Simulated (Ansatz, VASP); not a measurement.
## AlRu in VASP and in Ansatz

INCAR

```
SYSTEM = AlRu
PREC     = Accurate       ! precision mode
ENCUT    = 600            ! plane-wave cutoff, eV
EDIFF    = 1E-6           ! SCF threshold, eV
ISMEAR   = 0              ! smearing method
SIGMA    = 0.1            ! smearing width, eV
LREAL    = .False.        ! projectors in reciprocal space
LASPH    = .True.         ! aspherical terms in the spheres
NELM     = 60             ! most SCF steps
ALGO     = Fast           ! electronic algorithm
ISIF     = 3              ! what is computed and relaxed
LWAVE    = .False.        ! write WAVECAR
LCHARG   = .False.        ! write CHGCAR
GGA      = PS             ! functional
IBRION   = 2              ! ionic algorithm
NSW      = 70             ! ionic steps
EDIFFG   = -0.005         ! ionic threshold
```

Contents of KPOINTS:

```
regular mesh
0
Gamma
  14 14 14
  0 0 0
```

File POSCAR:

```
AlRu
1.0
    3.0040846975      0.0000000000      0.0000000000
    0.0000000000      3.0040846975      0.0000000000
    0.0000000000      0.0000000000      3.0040846975
Al Ru
1 1
Direct
    0.0000000000      0.0000000000      0.0000000000
    0.5000000000      0.5000000000      0.5000000000
```

Input for Ansatz:

```yaml
crystal:
  lattice:
    - [3.0040846975, 0.0, 0.0]
    - [0.0, 3.0040846975, 0.0]
    - [0.0, 0.0, 3.0040846975]
  atoms:
    - { symbol: Al, position: [0.0, 0.0, 0.0] }
    - { symbol: Ru, position: [0.5, 0.5, 0.5] }
basis:
  ecutwfc: 420
kpoints:
  mp_grid: { grid: [14, 14, 14] }
hamiltonian:
  xc: pbesol
scf:
  occupations: { method: gaussian, width: 0.1 }
output:
  forces: true
  stress: true
  eigenvalues: true
relax:
  adjacent_minimum: "off"
  f_tol: 0.005
  max_steps: 50
  cell: { stress_tol: 0.05 }
```

Alike in both runs: task relaxation of cell and atoms; functional PBEsol; k mesh 14 × 14 × 14; occupations gaussian, width 0.1 eV; no spin polarisation.

|  | VASP | Ansatz |
| --- | --- | --- |
| version | VASP 6.6.1 | Ansatz 0.2.0 |
| potentials or method | VASP PAW PBE potentials, release 64 (Al, Ru_pv) | scalar-relativistic, plane waves, PAW |
| plane-wave cutoff (eV) | 600 | 420 |
| valence electrons in the cell | 17 | 19 |

VASP gave:

| Item | Value |
| --- | --- |
| gap on the k mesh at the Fermi level, each at its own relaxed structure (eV) | none |
| relaxed volume (Å³/atom) | 13.19 |
| relaxed cell length with the largest relative difference (Å) | 2.977 |
| energy change over the relaxation (meV/atom) | -7 |

Task: What did Ansatz give for the same quantities?

Result: gap on the k mesh at the Fermi level, each at its own relaxed structure (eV): none; relaxed volume (Å³/atom): 13.18; relaxed cell length with the largest relative difference (Å): 2.976; energy change over the relaxation (meV/atom): -7.

A gap of «none» marks a metal or a gap that the smearing closes. The two sets of potentials don't hold the same shells in valence.

Caveats: the PAW data sets were made with another functional, which shifts forces and pressure a little (VASP).
